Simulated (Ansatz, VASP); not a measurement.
# MgS: VASP beside Ansatz

```xyz
2
Lattice="0.0000 2.4976 2.8098 2.4976 0.0000 2.8098 2.4976 2.4976 0.0000" Properties=species:S:1:pos:R:3 pbc="T T T"
Mg    0.0000    0.0000    0.0000
S     2.4976    2.4976    2.8098
```

Change from the starting cell: strain -0.040 along x and y, +0.080 along z, atoms carried along.

Alike in both runs: task single point; functional PBE; k mesh 8 × 8 × 8; occupations gaussian, width 0.05 eV; no spin polarisation.

```csv
,VASP,Ansatz
version,VASP 6.6.1,Ansatz 0.2.0
potentials or method,"VASP PAW PBE potentials, release 64 (Mg, S)","scalar-relativistic, plane waves, PAW"
plane-wave cutoff (eV),520,420
valence electrons in the cell,8,16
```

|  | VASP | Ansatz | Ansatz less VASP |
| --- | --- | --- | --- |
| gap on the k mesh at the Fermi level (eV) | 2.49 | 2.50 | +0.013 |
| least direct gap on the mesh (eV) | 3.53 | 3.54 | +0.009 |
| pressure (GPa) | 3.4 | 3.7 | +0.29 |
| largest component of the traceless stress (GPa) | 7.51 | 7.56 | +0.044 |

The two sets of potentials don't hold the same shells in valence.

A k mesh can miss the band edges.
